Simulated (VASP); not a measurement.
# InAs (so) (F-43m) in VASP: notebook

Runs on InAs (so). Level: PBEsol. Tasks: single point.

All numbers are computed with VASP 6.6.1; they aren't measurements. Logs are shortened: lines on timing, memory, paths and dates and some standing lists are left out, and cuts for length are marked.

**1. The crystal as given**

Symmetry: F-43m, No. 216, cubic system. The conventional cell has a = 5.778 Å, b = 5.778 Å, c = 5.778 Å, α = 90.00°, β = 90.00°, γ = 90.00°. Around In (site symmetry -43m) lie 4 As at 2.50 Å. Around As (site symmetry -43m) lie 4 In at 2.50 Å.

**2. Single point, PBEsol, non-collinear spin, zero start, spin-orbit coupling**

INCAR reads:

```
SYSTEM = InAs
PREC = Accurate
ENCUT = 520
EDIFF = 1E-7
ISMEAR = 0
SIGMA = 0.1
LREAL = .False.
LASPH = .True.
NELM = 150
ALGO = Fast
ISIF = 2
LWAVE = .False.
LCHARG = .False.
MAGMOM = 0 0 0 0 0 0
LORBIT = 11
LSORBIT = .True.
GGA_COMPAT = .False.
LORBMOM = .True.
GGA = PS
NBANDS = 30
```

KPOINTS reads:

```
Automatic mesh
0
Gamma
  12 12 12
  0 0 0
```

POSCAR reads:

```
InAs
1.0
    0.0000000000      2.8889749704      2.8889749704
    2.8889749704      0.0000000000      2.8889749704
    2.8889749704      2.8889749704      0.0000000000
In As
1 1
Direct
    0.0000000000      0.0000000000      0.0000000000
    0.2500000000      0.2500000000      0.2500000000
```

Potentials or basis: VASP PAW PBE potentials, release 64 (In_d, As).

Command:

```
cat potpaw_PBE.64/In_d/POTCAR potpaw_PBE.64/As/POTCAR > POTCAR
mpirun -np 1 vasp_ncl > vasp.out
```

OUTCAR:

```text
SYSTEM = InAs
   PREC = Accurate
   ENCUT = 520
   EDIFF = 1E-7
   ISMEAR = 0
   LREAL = .False.
   LASPH = .True.
   NELM = 150
   ISIF = 2
   LORBIT = 11
   LSORBIT = .True.
   GGA = PS

 ion  position               nearest neighbor table
   1  0.000  0.000  0.000-   2 2.50   2 2.50   2 2.50   2 2.50
   2  0.250  0.250  0.250-   1 2.50   1 2.50   1 2.50   1 2.50

  LATTYP: Found a face centered cubic cell.
 ALAT       =     5.7779499408

  Lattice vectors:

 A1 = (   0.0000000000,   2.8889749704,   2.8889749704)
 A2 = (   2.8889749704,   0.0000000000,   2.8889749704)
 A3 = (   2.8889749704,   2.8889749704,   0.0000000000)

Analysis of symmetry for initial positions (statically):
=====================================================================
 Subroutine PRICEL returns:
 Original cell was already a primitive cell.

 Routine SETGRP: Setting up the symmetry group for a
 face centered cubic supercell.

 Subroutine GETGRP returns: Found 24 space group operations
 (whereof 24 operations were pure point group operations)
 out of a pool of 48 trial point group operations.

The static configuration has the point symmetry T_d .

Analysis of symmetry for dynamics (positions and initial velocities):
=====================================================================
 Subroutine PRICEL returns:
 Original cell was already a primitive cell.

 Routine SETGRP: Setting up the symmetry group for a
 face centered cubic supercell.

 Subroutine GETGRP returns: Found 24 space group operations
 (whereof 24 operations were pure point group operations)
 out of a pool of 48 trial point group operations.

The dynamic configuration has the point symmetry T_d .

Analysis of structural, dynamic, and magnetic symmetry:
=====================================================================
 Subroutine PRICEL returns:
 Original cell was already a primitive cell.

 Routine SETGRP: Setting up the symmetry group for a
 face centered cubic supercell.

 Subroutine GETGRP returns: Found 24 space group operations
 (whereof 24 operations were pure point group operations)
 out of a pool of 48 trial point group operations.

The overall configuration has the point symmetry T_d .

 Subroutine INISYM returns: Found 24 space group operations
 (whereof 24 operations are pure point group operations),
 and found     1 'primitive' translations

----------------------------------------------------------------------------------------

[... 969 lines left out ...]
 -----------------------------------------------------------------------------------
    total drift:                               -0.000000     -0.000000     -0.000000

  FREE ENERGIE OF THE ION-ELECTRON SYSTEM (eV)
  ---------------------------------------------------
  free  energy   TOTEN  =        -8.2572399169 eV

  energy  without entropy=       -8.2572290962  energy(sigma->0) =       -8.25723451

 orbital moment (x)

 # of ion     p       d       tot
 ----------------------------------------
  1        -0.000   0.000  -0.000
  2         0.000  -0.000   0.000
 ----------------------------------------
           -0.000  -0.000  -0.000

 orbital moment (y)

 # of ion     p       d       tot
 ----------------------------------------
  1        -0.000   0.000  -0.000
  2        -0.000   0.000  -0.000
 ----------------------------------------
           -0.000   0.000  -0.000

 orbital moment (z)

 # of ion     p       d       tot
 ----------------------------------------
  1         0.000  -0.000  -0.000
  2         0.000   0.000   0.000
 ----------------------------------------
            0.000  -0.000   0.000

 Spin-Orbit-Coupling matrix elements

 Ion:    1  E_soc:     -0.0776445
 l=   1
     0.0000000    -0.0063737    -0.0063737
    -0.0063737     0.0000000    -0.0063737
    -0.0063737    -0.0063737     0.0000000
 l=   2
     0.0000000    -0.0013399     0.0000000    -0.0013399    -0.0052271
    -0.0013399     0.0000000    -0.0039204    -0.0013399    -0.0013068
     0.0000000    -0.0039204     0.0000000    -0.0039204     0.0000000
    -0.0013399    -0.0013399    -0.0039204     0.0000000    -0.0013068
    -0.0052271    -0.0013068     0.0000000    -0.0013068     0.0000000
 l=   3
     0.0000000     0.0000000     0.0000000     0.0000000     0.0000000     0.0000000     0.0000000
     0.0000000     0.0000000     0.0000000     0.0000000     0.0000000     0.0000000     0.0000000
     0.0000000     0.0000000     0.0000000     0.0000000     0.0000000     0.0000000     0.0000000
     0.0000000     0.0000000     0.0000000     0.0000000     0.0000000     0.0000000     0.0000000
     0.0000000     0.0000000     0.0000000     0.0000000     0.0000000     0.0000000     0.0000000
     0.0000000     0.0000000     0.0000000     0.0000000     0.0000000     0.0000000     0.0000000
     0.0000000     0.0000000     0.0000000     0.0000000     0.0000000     0.0000000     0.0000000

 Ion:    2  E_soc:     -0.0253346
 l=   1
     0.0000000    -0.0042199    -0.0042199
    -0.0042199     0.0000000    -0.0042199
    -0.0042199    -0.0042199     0.0000000
 l=   2
     0.0000000    -0.0000007     0.0000000    -0.0000007    -0.0000018
    -0.0000007     0.0000000    -0.0000014    -0.0000007    -0.0000005
     0.0000000    -0.0000014     0.0000000    -0.0000014     0.0000000
    -0.0000007    -0.0000007    -0.0000014     0.0000000    -0.0000005
    -0.0000018    -0.0000005     0.0000000    -0.0000005     0.0000000
 l=   3
     0.0000000     0.0000000     0.0000000     0.0000000     0.0000000     0.0000000     0.0000000
     0.0000000     0.0000000     0.0000000     0.0000000     0.0000000     0.0000000     0.0000000
     0.0000000     0.0000000     0.0000000     0.0000000     0.0000000     0.0000000     0.0000000
     0.0000000     0.0000000     0.0000000     0.0000000     0.0000000     0.0000000     0.0000000
     0.0000000     0.0000000     0.0000000     0.0000000     0.0000000     0.0000000     0.0000000
     0.0000000     0.0000000     0.0000000     0.0000000     0.0000000     0.0000000     0.0000000
     0.0000000     0.0000000     0.0000000     0.0000000     0.0000000     0.0000000     0.0000000

 total charge

# of ion       s       p       d       tot
------------------------------------------
    1        0.859   0.888   9.913  11.659
    2        1.213   1.666   0.032   2.911
--------------------------------------------------
tot          2.072   2.553   9.944  14.570

 magnetization (x)

# of ion       s       p       d       tot
------------------------------------------
    1       -0.000   0.000  -0.000  -0.000
    2       -0.000  -0.000   0.000  -0.000
--------------------------------------------------
tot         -0.000   0.000  -0.000  -0.000

 magnetization (y)

# of ion       s       p       d       tot
------------------------------------------
    1        0.000  -0.000   0.000  -0.000
    2        0.000  -0.000   0.000   0.000
--------------------------------------------------
tot          0.000  -0.000   0.000  -0.000

 magnetization (z)

# of ion       s       p       d       tot
------------------------------------------
    1        0.000   0.000  -0.000   0.000
    2        0.000   0.000   0.000   0.000
--------------------------------------------------
tot          0.000   0.000  -0.000   0.000
```

stdout:

```text
POSCAR found type information on POSCAR InAs
 POSCAR found :  2 types and       2 ions
 scaLAPACK will be used
 -----------------------------------------------------------------------------
|                                                                             |
|                                                                             |
|     You enforced a specific xc type in the INCAR file but a different       |
|     I HOPE YOU KNOW WHAT YOU ARE DOING!                                     |
|                                                                             |
 -----------------------------------------------------------------------------

 LDA part: xc-table for (Slater+PW92), standard interpolation
 POSCAR, INCAR and KPOINTS ok, starting setup
 FFT: planning ... GRIDC
 FFT: planning ... GRID_SOFT
 FFT: planning ... GRID
 WAVECAR not read
 entering main loop
WARNING in EDDRMM: call to ZHEGV failed, returncode =   8  4     28
WARNING in EDDRMM: call to ZHEGV failed, returncode =   8  4     27
```

It took 11 min on 1 thread of Intel Xeon Platinum 8259CL at 2.50GHz (Skylake/Cascade Lake), shared host; peak memory 0.44 GiB.

Results:

* Free energy: -8.2572 eV
* Pressure: 12.7 GPa
* Net moment: 0.00 μB per cell
* Valence electrons inside the program's atomic spheres: In 11.66; As 2.91

Moments on the atoms (μB; x, y, z):
```
In  0.00 0.00 0.00
As  0.00 0.00 0.00
```

Caveat: the PAW data sets were made with another functional, which shifts forces and pressure a little.

**3. Single point, PBEsol, non-collinear spin, zero start, spin-orbit coupling**

This run uses another cell than the first one, of 25.35 Å³/atom, 1.052 times its volume.

INCAR reads:

```
SYSTEM = InAs
ALGO = Normal ; EDIFF = 1E-6
ENCUT = 520 ; GGA = PS
GGA_COMPAT = .FALSE. ; ISIF = 2
ISMEAR = 0 ; LASPH = .TRUE.
LCHARG = .FALSE. ; LNONCOLLINEAR = .TRUE.
LORBIT = 11 ; LORBMOM = .TRUE.
LREAL = .FALSE. ; LSORBIT = .TRUE.
LWAVE = .FALSE. ; MAGMOM = 0 0 0 0 0 0
NBANDS = 30 ; NELM = 150
PREC = Accurate ; SIGMA = 0.1
```

KPOINTS reads:

```
k-points
0
G
  10 10 10
  0 0 0
```

POSCAR reads:

```
InAs
1.0
    0.0000000000      2.9377496965      2.9377496965
    2.9377496965      0.0000000000      2.9377496965
    2.9377496965      2.9377496965      0.0000000000
In As
1 1
Direct
    0.0000000000      0.0000000000      0.0000000000
    0.2500000000      0.2500000000      0.2500000000
```

Potentials or basis: VASP PAW PBE potentials, release 64 (In_d, As).

Command:

```
cat potpaw_PBE.64/In_d/POTCAR potpaw_PBE.64/As/POTCAR > POTCAR
mpirun -np 1 vasp_ncl > vasp.out
```

Wall time 2.4 min (1 thread of Intel Xeon Platinum 8488C (Sapphire Rapids), shared host); peak memory 0.4 GiB.

It converged, with:

```yaml
Free_energy: -8.4135 eV
Pressure: 7.7 GPa
Net_moment: 0.00 μB per cell
Valence_electrons_inside_the_program's_atomic_spheres: In 11.59; As 2.87
```

Moments on the atoms (μB; x, y, z):
```
In  0.00 0.00 0.00
As  0.00 0.00 0.00
```

Caveat: the PAW data sets were made with another functional, which shifts forces and pressure a little.
